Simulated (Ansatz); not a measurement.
**Zr2N: strain energy, fitted**

Zr2N, P4_2/mnm, a = 5.417 Å, c = 3.300 Å. The structure is a Materials Project entry; whether it is the stable form wasn't checked. Ansatz: r2SCAN, PAW, 500 eV, Γ-centred 8×8×12 mesh on 6 atoms, Gaussian smearing 0.10 eV; no spin polarisation. Series: biaxial strain in the a-b plane, c and atoms relaxed; x is the strain in per cent. y is the free energy over the unstrained cell, V0 = 16.142 Å³/atom.

| x (%) | y (meV/atom) |
| --- | --- |
| -4.0 | ? |
| -2.0 | 15.36 |
| 0.0 | 0.00 |
| 2.0 | 15.45 |
| 4.0 | 56.79 |

Problem. Fit y = c2 x² + c3 x³ to the other rows, turn c2 into a modulus, and predict the missing energy.

Solution. Least squares on the rows shown. y = 3.7880 x² − 0.057668 x³. In eV per unit strain² c2 is 37.88; M is the biaxial modulus (E = M V0 ε²): 37.88 × 160.2 / (16.142) = 376 GPa. The unstrained cell keeps some stress along the strain, worth a slope of 0.26 meV/atom per %, which the form leaves out. At x = -4.0 the fit asked for gives 64.30 meV/atom. The run gave 64.94 meV/atom, so the fit is 0.64 meV/atom too low, within twice the rms miss on the fitted rows (0.47 meV/atom). The form still works here, 33 % of the fitted range beyond its end.